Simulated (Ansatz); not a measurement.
TaN: N-14 nuclear quadrupole resonance

Cell: a COD entry, ions relaxed with PBE at fixed cell.

Space group P6/mmm (No. 191); a = 5.1850, c = 2.9080 Å, γ = 120.00°.

```
site  Wyckoff  site symmetry       x       y       z
 Ta1       1a          6/mmm  0.0000  0.0000  0.0000
 Ta2       2d           -6m2  0.3333  0.6667  0.5000
   N       3f            mmm  0.5000  0.0000  0.0000
```

One atom of each set is listed.

Method: Kohn–Sham DFT in Ansatz, LDA, plane waves and PAW, scalar-relativistic, collinear spin, 420 eV cutoff, Γ-centred 10×10×16 k-points, Fermi–Dirac smearing 0.05 eV. Start moments as typed (μB): 2 on each Ta, none on the rest.

N-14: I = 1, Q = 20.44 mb (year-2017 value). Static lattice, zero field.

**Question.** At which frequencies do the N-14 NQR lines lie?

**Answer.** For I = 1 the lines are ν± = (3/4)|C_Q|(1 ± η/3) and ν₀ = |C_Q|η/2.

| site | atoms | V_zz (10²¹ V/m²) | C_Q (MHz) | η | line frequencies (MHz) |
| --- | --- | --- | --- | --- | --- |
| N | 3 | 2.97 | 1.47 | 0.79 | 0.579, 0.811, 1.39 |

At this cell the principal stresses reach 7 GPa in size with LDA, which can matter for small gradients. With no gap above 0.1 eV, as in a metal, the gradients converge slowly in k; expect changes of a tenth or more on a denser mesh. Without spin–orbit coupling the gradients at and beside Ta can be off by some per cent, at some sites by more. The start moments die out, and the run ends without spin.
